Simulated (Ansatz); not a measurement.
## Zone-centre phonons of Al₃Cu₂: input and output

These are results of Ansatz, DFT PBEsol, scalar-relativistic, plane waves, PAW, not measurements.

Launched with:
```bash
ansatz run input.yaml --threads 2 --pin off --max-ram 7168MiB --backend cpu --events-out ev --progress --plain --runs-dir out
```

Input (bare energies are in eV):
```yaml
crystal:
  lattice:
    - [4.1010186881, 0.0, 0.0]
    - [-2.0505093441, 3.5515863653, 0.0]
    - [0.0, 0.0, 4.9856658814]
  atoms:
    - { symbol: Al, position: [0.0, 0.0, 0.0] }
    - { symbol: Al, position: [0.3333333333, 0.6666666667, 0.3517133478] }
    - { symbol: Al, position: [0.6666666667, 0.3333333333, 0.6482866522] }
    - { symbol: Cu, position: [0.3333333333, 0.6666666667, 0.8428399938] }
    - { symbol: Cu, position: [0.6666666667, 0.3333333333, 0.1571600062] }
basis:
  ecutwfc: 420
kpoints:
  mp_grid: { grid: [12, 12, 8] }
hamiltonian:
  xc: pbesol
scf:
  occupations: { method: fermi_dirac, width: 0.15 }
output:
  eigenvalues: true
phonons:
  method: dfpt
  eigenvectors: true
```

Results section of the output:
```
--- Phonons (Γ-DFPT): 6 representative perturbations + reference, on 320 of 1152 k-points (Σ response iterations 22) ---
  k mesh reduced under 2 symmetry operations, with k and −k counted as one. Each operation leaves every solved perturbation unchanged. A smaller set is not used because it would not reduce the number of displacements ...
  ASR residual: 3.560e-4 → 0.000e0 eV/Å²; symmetrization residual: 8.898e-6 eV/Å²
  ASR residual per site (eV/Å²): 2.14e-5 2.46e-5 2.46e-5 3.56e-4 3.56e-4
  Γ frequencies (cm⁻¹): 0.00 0.00 0.00 125.48 125.48 153.97 183.07 199.50 199.50 270.80 270.80 321.72 321.72 322.46 355.09
  non-analytic LO–TO correction: not included (Born effective charges unavailable; polar crystals: no LO–TO splitting at Γ)
```

Time: 5.1 min on 2 threads of Arm Neoverse V1 (shared host), peak memory 2.3 GiB.

In a metal, frequencies and elastic constants depend on the k mesh and the smearing, soft modes and shear constants most.